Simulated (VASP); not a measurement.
# S (R-3m) in VASP: notebook, part 2 of 2

VASP 6.6.1. The steps go on from the part before.

### Step 5. Relaxation of cell and atoms, LDA, target pressure 173 GPa, at which the enthalpy is minimised

This run uses another cell than the first one, of 8.01 Å³/atom, 0.905 times its volume.

INCAR

```
SYSTEM = S
ALGO = Normal ; EDIFF = 1E-6
EDIFFG = -0.01 ; ENCUT = 600
IBRION = 2 ; ISIF = 3
ISMEAR = 1 ; LASPH = .TRUE.
LCHARG = .FALSE. ; LREAL = .FALSE.
LWAVE = .FALSE. ; NELM = 80
NSW = 90 ; PREC = Accurate
PSTRESS = 1730.0 ; SIGMA = 0.1
```

KPOINTS

```
k-points
0
G
  19 19 19
  0 0 0
```

POSCAR

```
S
1.0
    1.6385000000      0.9459884161      0.8613333333
   -1.6385000000      0.9459884161      0.8613333333
    0.0000000000     -1.8919768321      0.8613333333
S
1
Direct
    0.0000000000      0.0000000000      0.0000000000
```

Potentials or basis: VASP PAW LDA potentials, release 64 (S).

Run with:

```sh
$ cat potpaw_LDA.64/S/POTCAR > POTCAR
$ mpirun -np 1 vasp_std > vasp.out
```

OUTCAR:

```text
SYSTEM = S
   EDIFF = 1E-6
   EDIFFG = -0.01
   ENCUT = 600
   IBRION = 2
   ISIF = 3
   ISMEAR = 1
   LASPH = .TRUE.
   LREAL = .FALSE.
   NELM = 80
   NSW = 90
   PREC = Accurate
   PSTRESS = 1730.0

 ion  position               nearest neighbor table
   1  0.000  0.000  0.000-

  LATTYP: Found a trigonal (rhomboedric) cell.
 ALAT       =     2.0788149135
 COS(alpha) =    -0.2424852435

  Lattice vectors:

 A1 = (   1.6385000000,   0.9459884161,   0.8613333333)
 A2 = (  -1.6385000000,   0.9459884161,   0.8613333333)
 A3 = (   0.0000000000,  -1.8919768321,   0.8613333333)

Analysis of symmetry for initial positions (statically):
=====================================================================
 Subroutine PRICEL returns:
 Original cell was already a primitive cell.

 Routine SETGRP: Setting up the symmetry group for a
 trigonal (rhombohedral) supercell.

 Subroutine GETGRP returns: Found 12 space group operations
 (whereof 12 operations were pure point group operations)
 out of a pool of 12 trial point group operations.

The static configuration has the point symmetry D_3d.

Analysis of symmetry for dynamics (positions and initial velocities):
[... 167 lines left out ...]
  -------------------------------------------------------------------------------------
  Total       10.1469380     10.1469380      9.9064697      0.0000000      0.0000000      0.0000000
  in kB     2029.5082522   2029.5082522   1981.4117188      0.0000000      0.0000001      0.0000000
  external PRESSURE =     283.4760744 kB  Pullay stress =    1730.0000000 kB
[... 246 lines left out ...]
--------------------------------------- Ionic step        8  -------------------------------------------

 number of electron       6.0000000 magnetization

 Free energy of the ion-electron system (eV)
  ---------------------------------------------------
  ext. energy  EPLUGINS =         0.00000000
  ---------------------------------------------------
  free energy    TOTEN  =        -1.88098611 eV

  energy without entropy =       -1.88095664  energy(sigma->0) =       -1.88097629

 E-fermi :  19.9079     XC(G=0): -14.3649

 val. band max:       19.9059909581   @ k =  -0.2632   0.4737   0.2632
 cond. band min:      19.9089194896   @ k =  -0.2105   0.1579   0.1579
 fundamental gap:      0.0029285315
 Fermi energy:        19.9078724433

 k-point     1 :       0.0000    0.0000    0.0000
  band No.  band energies     occupation
      1      -6.1554      2.00000
      2      24.4357      0.00000
      3      27.6914      0.00000
      4      27.6914      0.00000
      5      28.1752      0.00000
      6      28.1752      0.00000
      7      35.8856      0.00000
[... 221 lines left out ...]
 k-point    24 :      -0.2632    0.0526    0.0000
  band No.  band energies     occupation
      1      -3.8354      2.00000
      2      14.2096      2.00000
      3      24.6038      0.00000
      4      27.3873      0.00000
      5      28.3241      0.00000
      6      32.7782      0.00000
      7      37.3871      0.00000

 [... further k-points ...]

------------------------ aborting loop because EDIFF is reached ----------------------------------------

  FORCE on cell =-STRESS in cart. coord.  units (eV):
  Direction    XX          YY          ZZ          XY          YZ          ZX
  --------------------------------------------------------------------------------------
  -------------------------------------------------------------------------------------
  Total        9.0419133      9.0419133      9.0430725      0.0000000      0.0000000     -0.0000000
  in kB     1728.9039074   1728.9039074   1729.1255498      0.0000000      0.0000002     -0.0000000
  external PRESSURE =      -1.0222118 kB  Pullay stress =    1730.0000000 kB
[... 20 lines left out ...]
  energy  without entropy=       -1.8809566381  energy(sigma->0) =       -1.88097629

  enthalpy is  TOTEN    =         7.1666596394 eV   P V=        9.0476457492

 reached required accuracy - stopping structural energy minimisation
```

Run time: 2.5 min. Hardware: 1 thread of Intel Xeon Platinum 8259CL at 2.50GHz (Skylake/Cascade Lake), shared host; peak memory 0.15 GiB.

What came out:

* Free energy: -1.8810 eV
* Relaxed volume: 8.38 Å³/atom
* Relaxed cell: a = 2.111 Å, b = 2.111 Å, c = 2.111 Å, α = 104.12°, β = 104.12°, γ = 104.12°
* Space group after relaxing (to 0.05 Å): R-3m (No. 166)
* Energy change on relaxing (the enthalpy is what falls): -430.4 meV/atom
* Ionic steps: 8
* Pressure after relaxing: 172.9 GPa
* Band gap on the k mesh: none (metal or under the smearing width)

The path:
```
step  energy change (eV)  largest force (eV/Å)  pressure (GPa)  volume (Å³)
   1              0.0000                0.0000          201.35         8.01
   2             -1.5721                0.0000           96.38         9.77
   3             -0.4680                0.0000          170.58         8.41
   4             -0.4321                0.0000          172.81         8.38
   5             -0.4240                0.0000          173.33         8.37
   6             -0.4234                0.0000          173.34         8.37
   7             -0.4235                0.0000          173.34         8.37
   8             -0.4304                0.0000          172.90         8.38
```

Final structure:
```yaml
crystal:
  lattice:
    - [1.66510, 0.96135, 0.87242]
    - [-1.66510, 0.96135, 0.87242]
    - [0.00000, -1.92269, 0.87242]
  atoms:
    - { symbol: S, position: [0.00000, 0.00000, 0.00000] }
```

Levels at points of the mesh, in eV from the Fermi level:
```tsv
k point	band 1	band 2	band 3	band 4	band 5	band 6
(0.00, 0.00, 0.00)	-26.06	4.53	7.78	7.78	8.27	8.27
```

Caveat: the cell is relaxed towards a set pressure, so the enthalpy falls and the energy may rise.

### Step 6. Overview

```csv
level,potentials or basis,cell,target pressure,gap on the mesh (eV),pressure (GPa)
r2SCAN,"VASP PAW PBE potentials, release 64 (S)",relaxed to 160 GPa,160 GPa,none,159.9
r2SCAN,"VASP PAW PBE potentials, release 64 (S)",relaxed to 150 GPa,150 GPa,none,150.0
LDA,"VASP PAW LDA potentials, release 64 (S)",relaxed to 173 GPa,173 GPa,none,172.9
```

Alike in all rows: task relaxation of cell and atoms; no spin polarisation; k mesh 19 × 19 × 19; cutoff (eV) 600; smearing methfessel-paxton 0.1 eV.

Caveats: the cell is relaxed towards a set pressure, so the enthalpy falls and the energy may rise; the PAW data sets were made with another functional, which shifts forces and pressure a little (some runs); the relaxation stopped at its first step, so nothing moved (some runs).

Total energies depend on the potentials used, so only differences within one code and one set of settings carry meaning.
